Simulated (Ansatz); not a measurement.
**Ge: one candidate structure**

Where does Ge go from the start given, Hg type (P2_1/c, No. 14)?

Program: Ansatz 0.2.0. Level of theory: DFT PBE, scalar-relativistic, plane waves, PAW. These are calculated values, not measurements.

## (1) The structure to begin with

The structure is monoclinic, space group P2_1/c (No. 14). Conventional cell: a = 5.292 Å, b = 5.752 Å, c = 5.746 Å, α = 90.00°, β = 114.40°, γ = 90.00°. Around Ge (site symmetry -1) lie 6 Ge at 2.89 to 3.17 Å. Around Ge (site symmetry 1) lie 8 Ge at 2.89 to 3.17 Å.

As a file:

```
CELL_PARAMETERS angstrom
5.29164 0.00000 0.00000
0.00000 5.75160 0.00000
-2.37359 0.00000 5.23255
ATOMIC_POSITIONS crystal
Ge 0.00000 0.00000 0.00000
Ge 0.00000 0.50000 0.50000
Ge 0.42500 0.36000 0.26500
Ge 0.57500 0.86000 0.23500
Ge 0.57500 0.64000 0.73500
Ge 0.42500 0.14000 0.76500
```

(A quick probe on a coarse mesh, which set the mesh and smearing, is not shown.)

## (3) Coarse relaxation

input.yaml

```yaml
crystal:
  lattice:
    - [5.2916399087, 0.0, 0.0]
    - [0.0, 5.7516003758, 0.0]
    - [-2.3735887074, 0.0, 5.2325488127]
  atoms:
    - { symbol: Ge, position: [0.0, 0.0, 0.0] }
    - { symbol: Ge, position: [0.0, 0.5, 0.5] }
    - { symbol: Ge, position: [0.425, 0.36, 0.265] }
    - { symbol: Ge, position: [0.575, 0.86, 0.235] }
    - { symbol: Ge, position: [0.575, 0.64, 0.735] }
    - { symbol: Ge, position: [0.425, 0.14, 0.765] }
basis:
  ecutwfc: 420
kpoints:
  mp_grid: { grid: [4, 4, 4] }
hamiltonian:
  xc: pbe
scf:
  occupations: { method: gaussian, width: 0.1 }
  lower_state_search: "off"
output:
  forces: true
  stress: true
  eigenvalues: true
relax:
  adjacent_minimum: "off"
  f_tol: 0.04
  max_steps: 70
  cell: { stress_tol: 0.4 }
```

Further runs follow: the relaxation.

**Question.** What will these runs give?

The runs gave:

| quantity | value |
| --- | --- |
| cell (conventional) | a = 2.988 Å, b = 5.106 Å, c = 2.906 Å, α = 90.00°, β = 118.91°, γ = 90.00° |
| space group | C2/m (No. 12) |
| volume | 19.40 Å³/atom |
| gap on the mesh | none (metal) |

What this shows: The structure ended in another space group than at the start: P2_1/c to C2/m.
